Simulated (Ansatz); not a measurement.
Yb: one input, then a changed one

The cell comes from COD entry 9010997, which wasn't checked; take it as a given geometry.

First run: DFT, PBEsol, all-electron LAPW, scalar-relativistic (Ansatz 0.2.0).

Command: `ansatz run input.yaml --threads 1 --pin off --max-ram 3072MiB --backend cpu --events-out ev --progress --plain --runs-dir out` The run took 32 s on 1 thread of Arm Neoverse V1, on a shared host, peak memory 0.32 GiB.

```yaml
crystal:
  lattice:
    - [0.0, 2.7431, 2.7431]
    - [2.7431, 0.0, 2.7431]
    - [2.7431, 2.7431, 0.0]
  atoms:
    - { symbol: Yb, position: [0.0, 0.0, 0.0] }
kpoints:
  mp_grid: { grid: [12, 12, 12] }
  band_path:
    path:
      - [0.0, 0.0, 0.0]
      - [0.5, 0.0, 0.5]
      - [0.625, 0.25, 0.625]
      - [0.375, 0.375, 0.75]
      - [0.0, 0.0, 0.0]
      - [0.5, 0.5, 0.5]
      - [0.5, 0.25, 0.75]
      - [0.5, 0.0, 0.5]
    npoints: 5
scf:
  occupations: { method: fermi_dirac, width: 0.05 }
hamiltonian:
  xc: pbesol
  pseudopotentials: { kind: all_electron, lapw: { basis_error: 0.00025 } }
output:
  forces: true
  stress: true
  eigenvalues: true
```

Result: converged; pressure -3.29 GPa; no gap on the k mesh; 14 SCF iterations.

Where the f shell is localised, expect the real compound to differ from this run without U.

No spin–orbit coupling, which matters for the heavy atoms here.

The input is then changed:

```diff
@@ -7,5 +7,5 @@
     - { symbol: Yb, position: [0.0, 0.0, 0.0] }
 kpoints:
-  mp_grid: { grid: [12, 12, 12] }
+  mp_grid: { grid: [8, 8, 8] }
   band_path:
     path:
```

Q: What does the second run give?

A: It converged; energy at zero smearing -5.0 meV/atom from the first run; pressure -3.28 GPa; no gap on the k mesh; 14 SCF iterations. Some of these settings are too coarse for converged properties.
